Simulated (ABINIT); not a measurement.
# BeS (F-43m) in ABINIT: settings compared

One crystal, BeS, is run at these levels: PBEsol, r2SCAN, TB-mBJ, LDA; tasks: band structure, equation of state.

Program: ABINIT 10.8.3 (patched build). These are calculated values, not measurements. Logs are shortened: lines on timing, memory, paths and dates and some standing lists are left out, and cuts for length are marked. The log counts tension as positive stress, the text compression.

### 1 The structure

It takes space group F-43m (No. 216, cubic). Conventional cell: a = 4.850 Å, b = 4.850 Å, c = 4.850 Å, α = 90.00°, β = 90.00°, γ = 90.00°. S (site symmetry -43m) is surrounded by 4 Be at 2.10 Å. Be (site symmetry -43m) has 4 S at 2.10 Å as nearest neighbours.

### 2 Band structure, PBEsol

File run.abi:

```
# Datasets: ground state, then fixed potential
ndtset 2

# Pseudopotentials
pp_dirpath "./"
pseudos "S.GGA_PBE-JTH.xml, Be.GGA_PBE-JTH.xml"

# Structure
acell 3*1.0
rprim
     0.0000000000     4.5825858522     4.5825858522
     4.5825858522     0.0000000000     4.5825858522
     4.5825858522     4.5825858522     0.0000000000
ntypat 2
znucl 16 4
natom 2
typat 1 2
xred
     0.7500000000     0.7500000000     0.7500000000
     0.0000000000     0.0000000000     0.0000000000

# Plane-wave basis
ecut 20.0
pawecutdg 40.0
pawxcdev 0

# Exchange and correlation
ixc -116133

# Bands and occupations
occopt 3
tsmear 0.05 eV

# SCF cycle
nstep 100

# Output
iomode 3
prtwf 0
prteig 0
prtebands 0
enunit 1
prtden1 1
prtvha1 1
prtvclmb1 1
prtpot1 1

# Dataset 1
kptopt1 1
ngkpt1 9 9 9
nshiftk1 1
shiftk1 0.0 0.0 0.0
nband1 9
tolvrs1 1.0e-9

# Dataset 2: bands along G-X-W-K-G-L-U-W-L-K
iscf2 -2
getden2 1
nband2 15
nbdbuf2 4
tolwfr2 1.0e-11
kptopt2 -9
ndivsm2 8
prteig2 1
prtvol2 -3
kptbounds2
     0.0000000000     0.0000000000     0.0000000000
     0.5000000000     0.0000000000     0.5000000000
     0.5000000000     0.2500000000     0.7500000000
     0.3750000000     0.3750000000     0.7500000000
     0.0000000000     0.0000000000     0.0000000000
     0.5000000000     0.5000000000     0.5000000000
     0.6250000000     0.2500000000     0.6250000000
     0.5000000000     0.2500000000     0.7500000000
     0.5000000000     0.5000000000     0.5000000000
     0.3750000000     0.3750000000     0.7500000000
```

Potentials or basis: JTH PAW PBE v2.0.

On the command line:

```
$ abinit run.abi > log 2>&1
```

run.abo:

```text
.Version 10.8.3 of ABINIT
 DATASET    1 : space group F-4 3 m (#216); Bravais cF (face-center cubic)
================================================================================
 Values of the parameters that define the memory need for DATASET  1.
     intxc =       0    ionmov =       0      iscf =      17    lmnmax =       8
     lnmax =       4     mgfft =      30  mpssoang =       2    mqgrid =    3001
     natom =       2  nloc_mem =       2    nspden =       1   nspinor =       1
    nsppol =       1      nsym =      24    n1xccc =       1    ntypat =       2
    occopt =       3   xclevel =       2
       mpw =         845          nfft =       27000          nkpt =          35
 PAW method is used; the additional fine FFT grid is defined by:
   mgfftf=        40    nfftf =     64000
================================================================================
================================================================================

 DATASET    2 : space group F-4 3 m (#216); Bravais cF (face-center cubic)
================================================================================
 Values of the parameters that define the memory need for DATASET  2.
     intxc =       0    ionmov =       0      iscf =      -2    lmnmax =       8
     lnmax =       4     mgfft =      30  mpssoang =       2    mqgrid =    3001
     natom =       2  nloc_mem =       2    nspden =       1   nspinor =       1
    nsppol =       1      nsym =      24    n1xccc =       1    ntypat =       2
    occopt =       3   xclevel =       2
       mpw =         869          nfft =       27000          nkpt =         139
 PAW method is used; the additional fine FFT grid is defined by:
   mgfftf=        40    nfftf =     64000
================================================================================
================================================================================

--------------------------------------------------------------------------------
------------- Echo of variables that govern the present computation ------------
--------------------------------------------------------------------------------
 -outvars: echo values of preprocessed input variables --------
            acell      1.0000000000E+00  1.0000000000E+00  1.0000000000E+00 Bohr
              amu      3.20660000E+01  9.01218200E+00
             ecut      2.00000000E+01 Hartree
           enunit           1
           getden1          0
           getden2          1
             iscf1         17
             iscf2         -2
              ixc     -116133
           jdtset        1    2
           kptopt1          1
           kptopt2         -9
         kptrlatt        9    0    0      0    9    0      0    0    9
          kptrlen1     5.83267956E+01
          kptrlen2     3.00000000E+01
            natom           2
            nband1          9
            nband2         15
           nbdbuf1          0
           nbdbuf2          4
           ndtset           2
           ndivsm1          0
           ndivsm2          8
            ngfft          30      30      30
          ngfftdg          40      40      40
             nkpt1         35
             nkpt2        139
            nstep         100
             nsym          24
           ntypat           2
           occopt           3
        pawecutdg      4.00000000E+01 Hartree
         pawxcdev           0
        prtebands           0
           prteig1          0
           prteig2          1
[... 258 lines left out ...]

 getcut : COMMENT -
  Note that boxcut > 2.2 ; recall that boxcut=Gcut(box)/Gcut(sphere) = 2
  is sufficient for exact treatment of convolution.
  Such a large boxcut is a waste : you could raise ecut
  e.g. ecut=   26.495071 Hartrees makes boxcut=2

 Fine grid specifications (used for densities):

 getcut: wavevector=  0.0000  0.0000  0.0000  ngfft=  40  40  40
         ecut(hartree)=     40.000   => boxcut(ratio)=   2.16790
--------------------------------------------------------------------------------

================================================================================
 Non-SCF case, kpt    1 (  0.00000  0.00000  0.00000), residuals and eigenvalues=
  1.69E-12  7.36E-12  3.76E-12  4.19E-12  3.91E-12  3.15E-12  1.25E-12  1.56E-12
  2.35E-12  3.32E-12  5.78E-12  9.95E-12  5.14E-12  4.38E-12  4.91E-12
 -3.4335E+00 -3.3203E-01  1.7200E-01  1.7200E-01  1.7200E-01  3.7714E-01
  3.7714E-01  3.7714E-01  3.8128E-01  6.3484E-01  6.3484E-01  7.1225E-01
  7.7267E-01  7.7267E-01  7.7267E-01
 Non-SCF case, kpt    2 (  0.02174  0.00000  0.02174), residuals and eigenvalues=
  4.85E-12  5.19E-12  4.24E-12  4.25E-12  3.47E-12  1.46E-12  1.81E-12  2.82E-12
  8.18E-12  1.48E-12  1.94E-12  9.62E-12  1.81E-12  5.76E-12  5.60E-12
 -3.4335E+00 -3.3176E-01  1.7066E-01  1.7120E-01  1.7120E-01  3.7510E-01
  3.7835E-01  3.7835E-01  3.8442E-01  6.3131E-01  6.3521E-01  7.1218E-01
[... 809 lines left out ...]
  4.6915E-01  5.3429E-01  5.5524E-01  6.0775E-01  6.5110E-01  8.2132E-01
  8.9287E-01  9.0902E-01  9.6987E-01
 Non-SCF case, kpt  138 (  0.38393  0.38393  0.73214), residuals and eigenvalues=
  4.06E-12  5.97E-12  2.22E-12  8.27E-12  1.51E-12  6.22E-12  2.87E-12  6.08E-12
  4.75E-12  5.68E-12  4.62E-12  1.18E-08  2.40E-05  8.00E-06  3.46E-04
 -3.4335E+00 -2.5300E-01  2.8723E-03  1.8670E-02  9.3086E-02  3.3033E-01
  4.5609E-01  5.4677E-01  5.7333E-01  6.0399E-01  6.5330E-01  8.2052E-01
  9.0740E-01  9.1205E-01  9.6220E-01
 Non-SCF case, kpt  139 (  0.37500  0.37500  0.75000), residuals and eigenvalues=
  7.72E-12  1.95E-12  1.94E-12  5.29E-12  2.28E-12  1.77E-12  6.66E-12  3.09E-12
  3.53E-12  5.01E-12  4.80E-12  7.65E-10  2.51E-08  3.60E-07  7.57E-05
 -3.4335E+00 -2.5226E-01  3.3004E-03  1.8973E-02  9.0576E-02  3.2630E-01
  4.4322E-01  5.5648E-01  5.8590E-01  6.0658E-01  6.5928E-01  8.1712E-01
  9.0073E-01  9.2151E-01  9.6119E-01

--- !ResultsGS
iteration_state: {dtset: 2, }
comment   : Summary of ground state results
lattice_vectors:
- [  0.0000000,   4.5825859,   4.5825859, ]
- [  4.5825859,   0.0000000,   4.5825859, ]
- [  4.5825859,   4.5825859,   0.0000000, ]
lattice_lengths: [   6.48076,    6.48076,    6.48076, ]
lattice_angles: [ 60.000,  60.000,  60.000, ] # degrees, (23, 13, 12)
lattice_volume:   1.9246946E+02
convergence: {deltae:  0.000E+00, res2:  0.000E+00, residm:  9.982E-12, diffor:  0.000E+00, }
etotal    :  -2.50654253E+01
entropy   :   0.00000000E+00
fermie    :   2.23421443E-01
cartesian_stress_tensor: null
pressure_GPa: null
xred      :
- [  7.5000E-01,   7.5000E-01,   7.5000E-01,  S]
- [  0.0000E+00,   0.0000E+00,   0.0000E+00, Be]
cartesian_forces: null
force_length_stats: {min: null, max: null, mean: null, }
...

 Integrated electronic density in atomic spheres:
 ------------------------------------------------
 Atom  Sphere_radius  Integrated_density
    1        1.90380          3.67951862
    2        1.60728          2.56791599

================================================================================

 ----iterations are completed or convergence reached----

 Mean square residual over all n,k,spin=   40.659E-13; max=  99.820E-13
 reduced coordinates (array xred) for    2 atoms
       0.750000000000      0.750000000000      0.750000000000
       0.000000000000      0.000000000000      0.000000000000

 cartesian coordinates (angstrom) at end:
    1      3.63749999751839     3.63749999751839     3.63749999751839
    2      0.00000000000000     0.00000000000000     0.00000000000000
 length scales=  1.000000000000  1.000000000000  1.000000000000 bohr
              =  0.529177210544  0.529177210544  0.529177210544 angstroms
 Eigenvalues (   eV  ) for nkpt= 139  k points:
 kpt#   1, nband= 15, wtk=  1.00000, kpt=  0.0000  0.0000  0.0000 (reduced coord)
 -93.43105   -9.03495    4.68030    4.68030    4.68030   10.26259   10.26259   10.26259
  10.37515   17.27484   17.27484   19.38131   21.02544   21.02544   21.02544
 kpt#   2, nband= 15, wtk=  1.00000, kpt=  0.0217  0.0000  0.0217 (reduced coord)
 -93.43106   -9.02761    4.64395    4.65852    4.65852   10.20703   10.29531   10.29531
  10.46070   17.17872   17.28486   19.37937   21.04571   21.04571   21.12851
 kpt#   3, nband= 15, wtk=  1.00000, kpt=  0.0435  0.0000  0.0435 (reduced coord)
 -93.43106   -9.00563    4.53828    4.59496    4.59496   10.12942   10.39209   10.39209
  10.62427   16.91495   17.31495   19.39887   21.10679   21.10679   21.38923
 kpt#   4, nband= 15, wtk=  1.00000, kpt=  0.0652  0.0000  0.0652 (reduced coord)
 -93.43106   -8.96916    4.37203    4.49432    4.49432   10.04887   10.54731   10.54731
  10.83511   16.53628   17.36489   19.47075   21.20795   21.20795   21.72146
 kpt#   5, nband= 15, wtk=  1.00000, kpt=  0.0870  0.0000  0.0870 (reduced coord)
 -93.43106   -8.91841    4.15680    4.36335    4.36335    9.96098   10.75529   10.75529
  11.08039   16.10288   17.43663   19.60021   21.35006   21.35006   22.06340
 kpt#   6, nband= 15, wtk=  1.00000, kpt=  0.1087  0.0000  0.1087 (reduced coord)
 -93.43107   -8.85375    3.90432    4.20925    4.20925    9.86286   11.00741   11.00741
[... 386 lines left out ...]
 -93.43109   -7.01591   -0.36501    1.16898    2.80460    9.41194   13.26718   13.73985
  14.33636   16.81433   17.81710   22.20841   23.07082   24.47686   26.76229
 kpt# 136, nband= 15, wtk=  1.00000, kpt=  0.4018  0.4018  0.6964 (reduced coord)
 -93.43109   -6.96371   -0.20823    0.89752    2.70448    9.25650   13.09132   14.15063
  14.64029   16.67111   17.73763   22.30898   23.68303   24.65446   26.63596
 kpt# 137, nband= 15, wtk=  1.00000, kpt=  0.3929  0.3929  0.7143 (reduced coord)
 -93.43110   -6.91881   -0.05033    0.66555    2.61338    9.11503   12.76614   14.53890
  15.10874   16.53768   17.71745   22.34938   24.29619   24.73577   26.39157
 kpt# 138, nband= 15, wtk=  1.00000, kpt=  0.3839  0.3839  0.7321 (reduced coord)
 -93.43110   -6.88461    0.07816    0.50803    2.53299    8.98878   12.41096   14.87840
  15.60121   16.43528   17.77728   22.32745   24.69162   24.81803   26.18273
 kpt# 139, nband= 15, wtk=  1.00000, kpt=  0.3750  0.3750  0.7500 (reduced coord)
 -93.43110   -6.86443    0.08981    0.51627    2.46469    8.87902   12.06075   15.14250
  15.94315   16.50580   17.93980   22.23490   24.51012   25.07565   26.15538

== END DATASET(S) ==============================================================
================================================================================

 -outvars: echo values of variables after computation  --------
            acell      1.0000000000E+00  1.0000000000E+00  1.0000000000E+00 Bohr
           etotal1    -2.5065425330E+01
            fcart1     5.6713108886E-29  6.7389572416E-29 -1.9300926550E-28
                      -5.6713108886E-29 -6.7389572416E-29  1.9300926550E-28
            rprim      0.0000000000E+00  4.5825858522E+00  4.5825858522E+00
                       4.5825858522E+00  0.0000000000E+00  4.5825858522E+00
                       4.5825858522E+00  4.5825858522E+00  0.0000000000E+00
           strten1     2.7589676428E-05  2.7589676428E-05  2.7589676428E-05
                       0.0000000000E+00  0.0000000000E+00  0.0000000000E+00
           xangst      3.6374999975E+00  3.6374999975E+00  3.6374999975E+00
                       0.0000000000E+00  0.0000000000E+00  0.0000000000E+00
             xred      7.5000000000E-01  7.5000000000E-01  7.5000000000E-01
                       0.0000000000E+00  0.0000000000E+00  0.0000000000E+00
 Calculation completed.
```

Wall time 33 s (1 thread of Arm Neoverse V2, shared host); peak memory 0.13 GiB.

What came out:

- Free energy: -682.0650 eV
- Pressure: -0.8 GPa
- Band gap on the k mesh: 3.02 eV, indirect (least direct gap 5.58 eV)
- Band gap along the path: 2.92 eV, indirect (least direct gap 5.52 eV)
- Valence electrons inside the program's atomic spheres: S 3.68; Be 2.57

Levels at the corners of the path, in eV from the valence-band top:
| point | band 3 | band 4 | band 5 | band 6 | band 7 | band 8 |
| --- | --- | --- | --- | --- | --- | --- |
| Γ | 0.00 | 0.00 | 0.00 | 5.58 | 5.58 | 5.58 |
| X | -5.06 | -2.67 | -2.67 | 2.92 | 4.78 | 12.69 |
| W | -4.28 | -3.93 | -3.40 | 6.31 | 7.94 | 8.32 |
| K | -4.59 | -4.16 | -2.22 | 4.20 | 7.38 | 10.46 |
| Γ | 0.00 | 0.00 | 0.00 | 5.58 | 5.58 | 5.58 |
| L | -5.86 | -1.04 | -1.04 | 5.35 | 6.45 | 6.45 |
| U | -4.59 | -4.16 | -2.22 | 4.20 | 7.38 | 10.46 |
| W | -4.28 | -3.93 | -3.40 | 6.31 | 7.94 | 8.32 |
| L | -5.86 | -1.04 | -1.04 | 5.35 | 6.45 | 6.45 |
| K | -4.59 | -4.16 | -2.22 | 4.20 | 7.38 | 10.46 |

Caveat: the PAW data sets were made with another functional, which shifts forces and pressure a little; the mesh misses the band edges, which the band path finds closer together.

### 3 Band structure, r2SCAN

Edit run.abi of step 2 so:

```diff
@@ -22,8 +22,9 @@
 # Plane-wave basis
-ecut 20.0
-pawecutdg 40.0
-pawxcdev 0
+ecut 24.0
+pawecutdg 46.0
 
 # Exchange and correlation
-ixc -116133
+ixc -497498
+usekden 1
+pawxcdev 0
 
@@ -43,2 +44,3 @@
 prtden1 1
+prtkden1 1
 prtvha1 1
@@ -53,3 +55,3 @@
 nband1 9
-tolvrs1 1.0e-9
+tolvrs1 1.0e-7
 
@@ -58,2 +60,3 @@
 getden2 1
+getkden2 1
 nband2 15
```

Potentials or basis: JTH PAW PBE v2.0.

On the command line:

```
$ abinit run.abi > log 2>&1
```

Run time: 2.3 min. Hardware: 1 thread of Arm Neoverse V2, shared host; peak memory 0.15 GiB.

It converged, with:

```
Free energy                                           : -624.7047 eV
Pressure                                              : 1.1 GPa
Band gap on the k mesh                                : 3.67 eV, indirect (least direct gap 6.25 eV)
Band gap along the path                               : 3.57 eV, indirect (least direct gap 6.24 eV)
Valence electrons inside the program's atomic spheres : S 3.71; Be 2.55
```

Levels at the corners of the path, in eV from the valence-band top:
```tsv
point	band 3	band 4	band 5	band 6	band 7	band 8
Γ	0.00	0.00	0.00	6.25	6.25	6.25
X	-5.19	-2.72	-2.72	3.57	5.37	13.82
W	-4.40	-3.98	-3.41	6.96	8.70	9.25
K	-4.71	-4.20	-2.25	4.85	8.08	11.38
Γ	0.00	0.00	0.00	6.25	6.25	6.25
L	-5.96	-1.06	-1.06	6.08	7.12	7.12
U	-4.71	-4.20	-2.25	4.85	8.08	11.38
W	-4.40	-3.98	-3.41	6.96	8.70	9.25
L	-5.96	-1.06	-1.06	6.08	7.12	7.12
K	-4.71	-4.20	-2.25	4.85	8.08	11.38
```

Caveat: totals of a meta-GGA on PAW files have another zero than those of a GGA; the PAW data sets were made with another functional, which shifts forces and pressure a little; the mesh misses the band edges, which the band path finds closer together.

### 4 Band structure, TB-mBJ

Edit run.abi of step 3 so:

```diff
@@ -5,3 +5,3 @@
 pp_dirpath "./"
-pseudos "S.GGA_PBE-JTH.xml, Be.GGA_PBE-JTH.xml"
+pseudos "S.LDA_PW-JTH.xml, Be.LDA_PW-JTH.xml"
 
@@ -26,3 +26,3 @@
 # Exchange and correlation
-ixc -497498
+ixc -208012
 usekden 1
@@ -36,2 +36,5 @@
 nstep 100
+diemix 0.3
+optforces 0
+optstress 0
```

Potentials or basis: JTH PAW LDA v2.0.

On the command line:

```
$ abinit run.abi > log 2>&1
```

run.abo:

```text
.Version 10.8.3 of ABINIT
 DATASET    1 : space group F-4 3 m (#216); Bravais cF (face-center cubic)
================================================================================
 Values of the parameters that define the memory need for DATASET  1.
     intxc =       0    ionmov =       0      iscf =       7    lmnmax =       8
     lnmax =       4     mgfft =      30  mpssoang =       2    mqgrid =    3001
     natom =       2  nloc_mem =       2    nspden =       1   nspinor =       1
    nsppol =       1      nsym =      24    n1xccc =       1    ntypat =       2
    occopt =       3   xclevel =       2
       mpw =        1092          nfft =       27000          nkpt =          35
 PAW method is used; the additional fine FFT grid is defined by:
   mgfftf=        40    nfftf =     64000
================================================================================
================================================================================

 DATASET    2 : space group F-4 3 m (#216); Bravais cF (face-center cubic)
[... 1622 lines left out ...]
  16.21024   17.63387   17.83573   23.70121   25.19711   25.67181   27.11009
 kpt# 139, nband= 15, wtk=  1.00000, kpt=  0.3750  0.3750  0.7500 (reduced coord)
 -98.33047   -7.08098    0.10548    0.70011    2.44174    9.68240   12.59756   15.92780
  16.52702   17.72337   17.97110   23.59382   24.99139   25.90522   27.12688

== END DATASET(S) ==============================================================
================================================================================

 -outvars: echo values of variables after computation  --------
            acell      1.0000000000E+00  1.0000000000E+00  1.0000000000E+00 Bohr
           etotal1    -1.9912456045E+01
            fcart1     9.9999999999E+99  9.9999999999E+99  9.9999999999E+99
                       9.9999999999E+99  9.9999999999E+99  9.9999999999E+99
            rprim      0.0000000000E+00  4.5825858522E+00  4.5825858522E+00
                       4.5825858522E+00  0.0000000000E+00  4.5825858522E+00
                       4.5825858522E+00  4.5825858522E+00  0.0000000000E+00
           strten1     9.9999999999E+99  9.9999999999E+99  9.9999999999E+99
                       9.9999999999E+99  9.9999999999E+99  9.9999999999E+99
           xangst      3.6374999975E+00  3.6374999975E+00  3.6374999975E+00
                       0.0000000000E+00  0.0000000000E+00  0.0000000000E+00
             xred      7.5000000000E-01  7.5000000000E-01  7.5000000000E-01
                       0.0000000000E+00  0.0000000000E+00  0.0000000000E+00
 Calculation completed.
```

It took 3.7 min on 1 thread of Arm Neoverse V2, shared host; peak memory 0.15 GiB.

What came out:

| Quantity | Value |
| --- | --- |
| Band gap on the k mesh | 4.20 eV, indirect (least direct gap 6.48 eV) |
| Band gap along the path | 4.12 eV, indirect (least direct gap 6.48 eV) |
| Valence electrons inside the program's atomic spheres | S 3.75; Be 2.52 |

Levels at the corners of the path, in eV from the valence-band top:
```
point  band 2  band 3  band 4  band 5  band 6  band 7  band 8  band 9
    Γ  -13.60    0.00    0.00    0.00    6.48    6.48    6.48    7.21
    X  -11.52   -4.79   -2.44   -2.44    4.12    5.53   13.92   13.92
    W  -11.48   -4.09   -3.57   -3.02    7.21    8.68    9.48    9.51
    K  -11.54   -4.35   -3.76   -2.02    5.22    8.14   11.47   12.07
    Γ  -13.60    0.00    0.00    0.00    6.48    6.48    6.48    7.21
    L  -12.05   -5.44   -0.95   -0.95    6.28    7.30    7.30   12.66
    U  -11.54   -4.35   -3.76   -2.02    5.22    8.14   11.47   12.07
    W  -11.48   -4.09   -3.57   -3.02    7.21    8.68    9.48    9.51
    L  -12.05   -5.44   -0.95   -0.95    6.28    7.30    7.30   12.66
    K  -11.54   -4.35   -3.76   -2.02    5.22    8.14   11.47   12.07
```

Caveat: the constant c of TB-mBJ comes from the pseudo density here, which moves gaps by up to 0.3 eV between sets of potentials; the PAW data sets were made with another functional, which shifts forces and pressure a little; the mesh misses the band edges, which the band path finds closer together.

[end of part 1 of 2]
